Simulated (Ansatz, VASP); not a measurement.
# Two plane-wave programs on TePb

POSCAR

```
TePb
1.0
    0.0000000000      3.2678555508      3.3230823096
    3.2678555508      0.0000000000      3.3230823096
    3.2678555508      3.2678555508      0.0000000000
Te Pb
1 1
Direct
    0.5000000000      0.5000000000      0.5000000000
    0.0000000000      0.0000000000      0.0000000000
```

File INCAR.step1:

```
ALGO = Normal
EDIFF = 1E-4
ENCUT = 520
GGA = PE
ISMEAR = 0
LASPH = True
LCHARG = False
LREAL = False
LWAVE = True
NBANDS = 17
NELM = 80
PREC = Accurate
SIGMA = 0.01
```

Contents of INCAR.step2:

```
ALGO = Normal
EDIFF = 1E-6
ENCUT = 520
ISIF = 2
ISMEAR = 0
ISTART = 1
LASPH = True
LCHARG = False
LMIXTAU = True
LREAL = False
LWAVE = False
METAGGA = R2SCAN
NBANDS = 17
NELM = 80
PREC = Accurate
SIGMA = 0.01
```

File KPOINTS:

```
k-points
0
Gamma
  8 8 8
```

Input for Ansatz:

```yaml
crystal:
  lattice:
    - [0.0, 3.2678555508, 3.3230823096]
    - [3.2678555508, 0.0, 3.3230823096]
    - [3.2678555508, 3.2678555508, 0.0]
  atoms:
    - { symbol: Te, position: [0.5, 0.5, 0.5] }
    - { symbol: Pb, position: [0.0, 0.0, 0.0] }
kpoints:
  mp_grid: { grid: [8, 8, 8] }
  band_path:
    path:
      - [0.0, 0.0, 0.0]
      - [0.5, 0.0, 0.5]
      - [0.625, 0.25, 0.625]
      - [0.375, 0.375, 0.75]
      - [0.5, 0.5, 0.5]
      - [0.5, 0.25, 0.75]
      - [0.0, 0.0, 0.5]
    npoints: 1
hamiltonian:
  xc: r2scan
scf:
  occupations: { method: fixed }
  n_extra_bands: 4
output:
  forces: true
  stress: true
  eigenvalues: true
```

Change from the starting cell: uniaxial_z strain +1.7%.

Alike in both runs: task single point; functional r2SCAN; k mesh 8 × 8 × 8; no spin polarisation.

```csv
,VASP,Ansatz
version,VASP 6.6.1,Ansatz 0.2.0
potentials or method,"VASP PAW PBE potentials, release 64 (Te, Pb_d)","plane waves, PAW"
plane-wave cutoff (eV),520,500
occupations,"gaussian, width 0.01 eV",fixed
valence electrons in the cell,20,30
```

VASP gave:

```
gap on the k mesh at the Fermi level (eV)       : 1.11
pressure (GPa)                                  : -0.7
largest component of the traceless stress (GPa) : 1.08
```

What did Ansatz give for the same quantities?

gap on the k mesh at the Fermi level (eV): 1.11; pressure (GPa): -0.7; largest component of the traceless stress (GPa): 1.07.

The two sets of potentials don't hold the same shells in valence.

Caveats: the PAW data sets were made with another functional, which shifts forces and pressure a little (VASP); spin-orbit coupling is left out, which as a rule narrows the gap of such compounds by several tenths of an eV. A k mesh can miss the band edges.
